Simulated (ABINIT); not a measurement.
Crystal: GaP.

```xyz
2
Lattice="0.0000 2.7252 2.7252 2.7252 0.0000 2.7252 2.7252 2.7252 0.0000" Properties=species:S:1:pos:R:3 pbc="T T T"
Ga    0.0000    0.0000    0.0000
P     4.0879    4.0879    4.0879
```

Base run:

| Quantity | Value |
| --- | --- |
| Program | ABINIT 10.8.3 (patched build) |
| Functional | LDA |
| Potentials or basis | PseudoDojo NC SR LDA v0.4.1 standard |
| Cutoff | 980 eV |
| k mesh | 6 × 6 × 6 |
| Occupations | fermi-dirac, width 0.05 eV |
| Spin | no spin polarisation |

Its results: band gap on the k mesh 1.50 eV, indirect (least direct gap 1.60 eV).

Question: The run is repeated on the same cell with these changes: functional from LDA to PBE; potentials or basis from PseudoDojo NC SR LDA v0.4.1 standard to PseudoDojo NC SR PBE v0.4.1 standard. What comes out?

Answer: Band gap on the k mesh 1.65 eV, indirect (least direct gap 1.82 eV).

A k mesh can miss the band edges.
